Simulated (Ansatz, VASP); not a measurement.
## One calculation of Rb, two programs

Contents of INCAR:

```
SYSTEM = Rb
PREC = Accurate
ENCUT = 520
EDIFF = 1E-7
ISMEAR = 0
SIGMA = 0.1
LREAL = .False.
LASPH = .True.
NELM = 100
ALGO = Normal
ISIF = 2
LWAVE = .False.
LCHARG = .True.
GGA = PS
LELF = .True.
LVHAR = .True.
NBANDS = 16
```

The input KPOINTS:

```
regular mesh
0
Gamma
  6 6 2
  0 0 0
```

Contents of POSCAR:

```
Rb
1.0
    5.0882069760      0.0000000000      0.0000000000
   -2.5441034880      4.4065165009      0.0000000000
    0.0000000000      0.0000000000      8.4420579800
Rb
2
Direct
    0.3333333300      0.6666666700      0.2500000000
    0.6666666700      0.3333333300      0.7500000000
```

Input for Ansatz:

```yaml
crystal:
  lattice:
    - [5.088206976, 0.0, 0.0]
    - [-2.544103488, 4.4065165009, 0.0]
    - [0.0, 0.0, 8.44205798]
  atoms:
    - { symbol: Rb, position: [0.33333333, 0.66666667, 0.25] }
    - { symbol: Rb, position: [0.66666667, 0.33333333, 0.75] }
basis:
  ecutwfc: 420
kpoints:
  mp_grid: { grid: [6, 6, 2] }
hamiltonian:
  xc: pbesol
scf:
  occupations: { method: gaussian, width: 0.1 }
output:
  forces: true
  stress: true
  eigenvalues: true
```

This isn't the form of Rb at room conditions, which is bcc.

Alike in both runs: task single point; functional PBEsol; k mesh 6 × 6 × 2; occupations gaussian, width 0.1 eV; no spin polarisation.

|  | VASP | Ansatz |
| --- | --- | --- |
| version | VASP 6.6.1 | Ansatz 0.2.0 |
| potentials or method | VASP PAW PBE potentials, release 64 (Rb_sv) | scalar-relativistic, plane waves, PAW |
| plane-wave cutoff (eV) | 520 | 420 |
| valence electrons in the cell | 18 | 18 |

```tsv
	VASP	Ansatz	Ansatz less VASP
gap on the k mesh at the Fermi level (eV)	none	none	-
pressure (GPa)	-0.2	-0.2	0.00
largest component of the traceless stress (GPa)	0.22	0.22	-0.001
```

A gap of «none» marks a metal or a gap that the smearing closes.

Caveats: the k mesh is coarse (spacing up to 0.37 Å⁻¹), so the values aren't converged; the PAW data sets were made with another functional, which shifts forces and pressure a little (VASP).
